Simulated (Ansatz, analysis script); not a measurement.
## Free-standing square V monolayer, spacing 3.002 Å: spin spirals and exchange

Spirals are solved in the crystal's own cell at each q. What do they say of the order in a free-standing square V monolayer, spacing 3.002 Å?

Calculated with Ansatz 0.2.0; LDA, PAW set soft_1 (files made for PBE).

This is a report of a sequence of runs, with most program output left out.

## 1. The structure

The cell holds 1 atom: 1 V. Its edges and angles: a = 3.002 Å, b = 3.002 Å, c = 14.000 Å, α = 90.0°, β = 90.0°, γ = 90.0°. An idealised lattice of chosen spacing, in vacuum. Vacuum lies along c.

## 2. Starting state

A collinear run comes first: it shows whether moments survive, and how large they are.

Input file input.yaml:

```yaml
crystal:
  lattice:
    - [3.002, 0.0, 0.0]
    - [0.0, 3.002, 0.0]
    - [0.0, 0.0, 14.0]
  atoms:
    - { symbol: V, position: [0.0, 0.0, 0.5], spin: 1.5 }
magnetization:
  spin_polarized: true
kpoints:
  mp_grid: { grid: [6, 6, 1] }
hamiltonian:
  xc: lda
  pseudopotentials: { kind: paw, azcp: { folder: soft_1 }, xc_functional: pbe }
scf:
  occupations: { method: fermi_dirac, width: 0.1 }
  max_iter: 120
  convergence: { dr2_threshold: 1.0e-08 }
  lower_state_search: "off"
```

Started as:

```bash
ansatz run input.yaml --threads 4 --pin off --max-ram 8192MiB --backend cpu --events-out ev --progress --plain --runs-dir out
```

Wall time 0.96 s (4 threads of Arm Neoverse V2, shared host); peak memory 0.3 GiB.

Spin moment in the atom's sphere by atom:

```tsv
atom	spin moment in the atom's sphere (μB)
V1	2.81
```

The run ends ferromagnetic, with a net moment of 3.39 μB a cell. With one V atom carrying the moment, parallel order of its images is forced by the cell, not found.

## 3. Denser mesh

Levels at the Fermi energy are partly filled, so moments and energy differences can hang on the k-mesh, and the state is solved again on a denser one.

input.yaml, the sections that differ from step 2:

```yaml
crystal:
  lattice:
    - [3.002, 0.0, 0.0]
    - [0.0, 3.002, 0.0]
    - [0.0, 0.0, 14.0]
  atoms:
    - { symbol: V, position: [0.0, 0.0, 0.5], spin: 2.81 }
kpoints:
  mp_grid: { grid: [18, 18, 1] }
basis:
  ecutwfc: 420.0
checkpoint:
  read: start
  write: ck
  compress: false
  write_wavefunctions: false
  write_every: 100000
# magnetization, hamiltonian, scf: as in step 2
```

Run time: 1.8 s. Hardware: 4 threads; peak memory 0.43 GiB; 6.4 s of CPU time.

Spin moment in the atom's sphere by atom:

```tsv
atom	spin moment in the atom's sphere (μB)
V1	2.88
```

The run ends ferromagnetic, with a net moment of 3.51 μB a cell, against 3.39 μB on the first mesh.

Each spiral starts from these moments, tilted 90° from the rotation axis z (a flat spiral); sizes are free, while the program holds flat spirals in their plane. Spin–orbit coupling is switched off, so the energy does not depend on how the axis lies in the crystal. The folder named start holds the saved collinear state, from which each run begins.

The runs on spinors take the mesh 20×20×1.

## 4. q = (0, 0, 0)

The reference is the same input at q = 0, so that basis and exchange-correlation form match those at other q. Every q is chosen so that q/2 is a mesh vector: every spiral then samples the k-points of q = 0, and much mesh noise cancels.

input.yaml, the sections that differ from step 3:

```yaml
crystal:
  lattice:
    - [3.002, 0.0, 0.0]
    - [0.0, 3.002, 0.0]
    - [0.0, 0.0, 14.0]
  atoms:
    - { symbol: V, position: [0.0, 0.0, 0.5], spin: 2.88, spin_axis: [1.0, 0.0, 0.0] }
kpoints:
  mp_grid: { grid: [20, 20, 1] }
magnetization:
  noncollinear: true
  spin_spiral: { q: [0.0, 0.0, 0.0] }
checkpoint:
  read: start
# hamiltonian, scf, basis: as in step 3
```

Started as:

```bash
ansatz run input.yaml --threads 1 --pin off --max-ram 2048MiB --backend cpu --events-out ev --progress --plain --runs-dir out
```

Run time: 23 s. Hardware: 1 thread; peak memory 0.61 GiB.

The largest moment is 2.89 μB, against 2.88 μB in the collinear run.

## 5. q = (0, 0.1, 0)

Only q changes. The cell stays that of the crystal, since the generalised Bloch theorem carries the rotation from cell to cell.

Edit input.yaml of step 4 so:

```diff
@@ -21,3 +21,3 @@
   noncollinear: true
-  spin_spiral: { q: [0.0, 0.0, 0.0] }
+  spin_spiral: { q: [0.0, 0.1, 0.0] }
 checkpoint:
```

It took 41 s on 1 thread; peak memory 0.85 GiB.

The energy of the cell lies 14.8 meV below that at q = 0, and the largest moment is 2.91 μB against 2.89 μB.

## 6. q = (0, 0.2, 0)

Edit input.yaml of step 5 so:

```diff
@@ -21,3 +21,3 @@
   noncollinear: true
-  spin_spiral: { q: [0.0, 0.1, 0.0] }
+  spin_spiral: { q: [0.0, 0.2, 0.0] }
 checkpoint:
```

Wall time 43 s (1 thread); peak memory 0.85 GiB.

The energy of the cell lies 43.4 meV below that at q = 0, and the largest moment is 2.94 μB against 2.89 μB.

## 7. q = (0.2, 0.2, 0)

Edit input.yaml of step 6 so:

```diff
@@ -21,3 +21,3 @@
   noncollinear: true
-  spin_spiral: { q: [0.0, 0.2, 0.0] }
+  spin_spiral: { q: [0.2, 0.2, 0.0] }
 checkpoint:
```

The job ended after 41 s (1 thread; peak memory 0.82 GiB).

The energy of the cell lies 60.1 meV below that at q = 0, and the largest moment is 2.93 μB against 2.89 μB.

## 8. q = (0.5, 0.5, 0)

Edit input.yaml of step 7 so:

```diff
@@ -21,3 +21,3 @@
   noncollinear: true
-  spin_spiral: { q: [0.2, 0.2, 0.0] }
+  spin_spiral: { q: [0.5, 0.5, 0.0] }
 checkpoint:
```

The job ended after 48 s (1 thread; peak memory 0.85 GiB).

The energy of the cell lies 20.7 meV above that at q = 0, and the largest moment is 2.63 μB against 2.89 μB.

8 more runs differ from these in the same keys alone and are tabled below.

## 9. The spirals together

```tsv
q (reciprocal lattice)	path length (1/Å)	E(q) − E(0) (meV a magnetic atom)	|m| V no. 1 (μB)
(0, 0, 0)	0.000	0.00	2.89
(0, 0.1, 0)	0.209	-14.84	2.91
(0, 0.2, 0)	0.419	-43.39	2.94
(0, 0.4, 0)	0.837	-83.02	2.92
(0, 0.5, 0)	1.046	-88.09	2.91
(0.1, 0.5, 0)	1.256	-84.31	2.89
(0.2, 0.5, 0)	1.465	-70.68	2.83
(0.4, 0.5, 0)	1.884	1.97	2.67
(0.5, 0.5, 0)	2.093	20.67	2.63
(0.4, 0.4, 0)	2.389	-14.99	2.70
(0.3, 0.3, 0)	2.685	-65.20	2.83
(0.2, 0.2, 0)	2.981	-60.07	2.93
(0.1, 0.1, 0)	3.277	-24.35	2.93
(0, 0, 0)	3.573	0.00	2.89
```

## 10. Exchange couplings from E(q)

For rigid moments E(q) is a sum of cosines over neighbour shells, so a fit gives the couplings, and from them an ordering temperature.

E = −Σ J e·e over ordered pairs (each pair twice, J > 0 for parallel moments) is fitted to 12 points (copies by symmetry counted).

The fitted shells:

```tsv
pair	distance (Å)	neighbours a magnetic atom	J (meV)
V-V	3.002	4	1.142
V-V	4.245	4	-12.11
V-V	6.004	4	-3.926
V-V	6.713	8	0.6939
V-V	8.491	4	-0.4535
```

Numbers from this step:

- r.m.s. miss of the fit: 1.418 meV
- ordering temperature, mean field: 239.1 K
- wavevector of the mean-field order: 0, 0.5, 0 reciprocal lattice

## 11. Outcome

```yaml
lowest_point_of_the_path: q = (0, 0.5, 0), -88.1 meV a magnetic atom from q = 0
highest_point: 20.7 meV a magnetic atom
j_of_the_nearest_shell: 1.14 meV
mean_field_temperature: 239 K
```

In words: The state at q = (0, 0.5, 0) lies 88.1 meV a magnetic atom below the ferromagnetic start, so that start is not the lowest state; a flat spiral with q made of halves, on one magnetic atom a cell, is a collinear order of a doubled cell. The moments change by at most 9 % from their size at q = 0, a modest change. The fit misses by 1.3 % of the energy range, so the shells describe the path well, though few points can't fix distant couplings. In a sheet or chain isotropic couplings alone give no order above 0 K (Mermin and Wagner), so the mean-field number is only an energy scale. The temperatures are those of classical unit spins, and mean field runs high. The 13 spiral runs took 12 min of wall time, added up. Energies are free energies at a smearing of 0.1 eV, and with partly filled levels differences shift, at times strongly, as the smearing goes to zero. The cell was taken as built, with atoms unrelaxed. In doubt: the program's search for lower states was switched off, so a lower magnetic state than those reached may exist.

[Logs and program files are shortened in this print: banners, set-up blocks, solver, clock and traceback lines can be left out without a mark of their own.]

[Logs are printed without paths, hosts, clocks, repeated set-up lines and the standing remarks that a program may print on its own settings, such as how far it seeks lower states.]

[Hosts, paths, dates, database ids (printed as entryN), source tags and the programs' standing remarks are cut or masked in the printed files.]
